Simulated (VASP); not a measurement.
# TiAl, density of states: which settings are enough?

TiAl, P4/mmm (no. 123), 2 atoms in the cell. LDA; PAW potentials Ti_sv, Al (LDA set). VASP 6.6.1.

Wanted: density of states by 0.5 eV bins within 20 %; centre of the states within 12 eV below the valence top within 0.1 eV; states at the Fermi level within 20 %.

What the run is for: density of states; Accuracy asked: screening; k mesh of the density: 11 × 11 × 8.

POSCAR:
```
TiAl
1.0
    2.8373000000      0.0000000000      0.0000000000
    0.0000000000      2.8373000000      0.0000000000
    0.0000000000      0.0000000000      4.0591000000
Ti Al
1 1
Direct
    0.0000000000      0.0000000000      0.0000000000
    0.5000000000      0.5000000000      0.5000000000
```

The series start from Plane-wave cutoff (eV): 320; k-point mesh: 13 × 13 × 9; Energy points (NEDOS): 2001; Occupations for the DOS: ISMEAR=-5; Electronic threshold (eV): 1e-6; Precision mode (PREC): Accurate. Each series keeps the choices made before it, and each single choice may use up half of a tolerance. Times cover all steps of a run.

## Plane-wave cutoff (eV)

| Plane-wave cutoff (eV) | Density of states by 0.5 eV bins, largest deviation against the largest value | Centre of the states within 12 eV below the valence top (eV) | States at the Fermi level (states/eV/atom) | Time (s) |
|---|---|---|---|---|
| 220 | 1.8 % | -2.72 | 0.9789 | 15 |
| 280 | 0.5 % | -2.73 | 0.9676 | 15 |
| 320 | 0.42 % | -2.73 | 0.9683 | 23 |
| 360 | 0.29 % | -2.73 | 0.9693 | 34 |
| 440 | 0.26 % | -2.73 | 0.9711 | 39 |
| 550 (reference) | 0 % | -2.73 | 0.9714 | 44 |

Chosen: 220, the loosest value from which every tighter one stays within half of the tolerance.

## k-point mesh

| k-point mesh | Density of states by 0.5 eV bins, largest deviation against the largest value | Centre of the states within 12 eV below the valence top (eV) | States at the Fermi level (states/eV/atom) | Time (s) |
|---|---|---|---|---|
| 5 × 5 × 4 | 22 % | -2.76 | 1.395 | 8.8 |
| 7 × 7 × 5 | 21 % | -2.72 | 1.293 | 9.2 |
| 8 × 8 × 6 | 8.8 % | -2.71 | 1.081 | 10 |
| 11 × 11 × 8 | 5 % | -2.72 | 0.9251 | 12 |
| 13 × 13 × 9 | 3.8 % | -2.72 | 0.9789 | 15 |
| 15 × 15 × 11 | 3.3 % | -2.72 | 0.9167 | 17 |
| 19 × 19 × 13 | 1.1 % | -2.72 | 0.909 | 26 |
| 23 × 23 × 16 (reference) | 0 % | -2.72 | 0.9169 | 38 |

Chosen: 11 × 11 × 8.

## Energy points (NEDOS)

| Energy points (NEDOS) | Density of states by 0.5 eV bins, largest deviation against the largest value | Centre of the states within 12 eV below the valence top (eV) | States at the Fermi level (states/eV/atom) | Time (s) |
|---|---|---|---|---|
| 301 | 0.91 % | -2.74 | 0.9239 | 12 |
| 501 | 0.77 % | -2.72 | 0.928 | 12 |
| 1001 | 0.26 % | -2.72 | 0.9261 | 12 |
| 2001 | 0.084 % | -2.72 | 0.9251 | 12 |
| 4001 (reference) | 0 % | -2.72 | 0.9238 | 12 |

Chosen: 301.

## Occupations for the DOS

| Occupations for the DOS | Density of states by 0.5 eV bins, largest deviation against the largest value | Centre of the states within 12 eV below the valence top (eV) | States at the Fermi level (states/eV/atom) | Time (s) |
|---|---|---|---|---|
| ISMEAR=-5 | 0 % | -2.74 | 0.9239 | 12 |
| ISMEAR=-4 | 0 % | -2.74 | 0.9239 | 12 |
| ISMEAR=0 SIGMA=0.05 | 8.8 % | -2.76 | 1.166 | 12 |
| ISMEAR=0 SIGMA=0.1 | 8.7 % | -2.70 | 1.133 | 12 |
| ISMEAR=-15 SIGMA=0.025 | 0.078 % | -2.74 | 0.9239 | 13 |
| ISMEAR=1 SIGMA=0.1 | 9.2 % | -2.76 | 1.245 | 12 |

Chosen: ISMEAR=-5; no other choice that stays within half of the tolerance saves 30 % of the time.

## Electronic threshold (eV)

| Electronic threshold (eV) | Density of states by 0.5 eV bins, largest deviation against the largest value | Centre of the states within 12 eV below the valence top (eV) | States at the Fermi level (states/eV/atom) | Time (s) |
|---|---|---|---|---|
| 0.001 | 0.13 % | -2.74 | 0.9231 | 10 |
| 0.0001 | 0.13 % | -2.74 | 0.9231 | 11 |
| 1e-5 | 0.066 % | -2.74 | 0.9241 | 11 |
| 1e-6 (reference) | 0 % | -2.74 | 0.9239 | 12 |

Chosen: 0.001.

## Precision mode (PREC)

| Precision mode (PREC) | Density of states by 0.5 eV bins, largest deviation against the largest value | Centre of the states within 12 eV below the valence top (eV) | States at the Fermi level (states/eV/atom) | Time (s) |
|---|---|---|---|---|
| Normal | 0.26 % | -2.74 | 0.9245 | 7.7 |
| Accurate (reference) | 0 % | -2.74 | 0.9231 | 10 |

Chosen: Normal.

## All choices together

| Input | Density of states by 0.5 eV bins, largest deviation against the largest value | Centre of the states within 12 eV below the valence top (eV) | States at the Fermi level (states/eV/atom) | Time (s) |
|---|---|---|---|---|
| defaults for smearing, thresholds and mesh (naive) | 22 % | -2.87 | 1.142 | 15 |
| chosen settings | 4.4 % | -2.74 | 0.9245 | 7.7 |
| reference settings throughout | 0 % | -2.73 | 0.9109 | 111 |

The tolerance is met.

## The input

INCAR.step1:
```
SYSTEM = TiAl
GGA = CA ; ISMEAR = 1
SIGMA = 0.1 ; LWAVE = .FALSE.
LCHARG = .TRUE. ; NBANDS = 24
PREC = Normal ; LASPH = .TRUE.
LREAL = .FALSE. ; ALGO = Normal
EDIFF = 0.001 ; NELM = 120
GGA_COMPAT = .FALSE. ; ENCUT = 220
LMAXMIX = 4
```

INCAR.step2, as INCAR.step1 but for:
```
- ISMEAR = 1
- SIGMA = 0.1
- LCHARG = .TRUE.
+ ISMEAR = -5
+ LCHARG = .FALSE.
+ NEDOS = 301
+ LORBIT = 11
+ EMIN = -5.9977
+ EMAX = 16.0023
+ ICHARG = 11
```

KPOINTS.step1:
```
k-points
0
Gamma
  11 11 8
```

KPOINTS.step2:
```
Automatic mesh
0
Gamma
  11 11 8
  0 0 0
```

Commands (each step's output is kept before the next begins):
```
cat potpaw_LDA.64/Ti_sv/POTCAR potpaw_LDA.64/Al/POTCAR > POTCAR
cp INCAR.step1 INCAR
cp KPOINTS.step1 KPOINTS
mpirun -np 1 vasp_std > vasp.out
cp INCAR.step2 INCAR
cp KPOINTS.step2 KPOINTS
mpirun -np 1 vasp_std > vasp.out
```

The chosen input took VASP 6.6.1 7.7 s on 1 core (Intel Xeon 6975P-C (Granite Rapids)), a shared host.
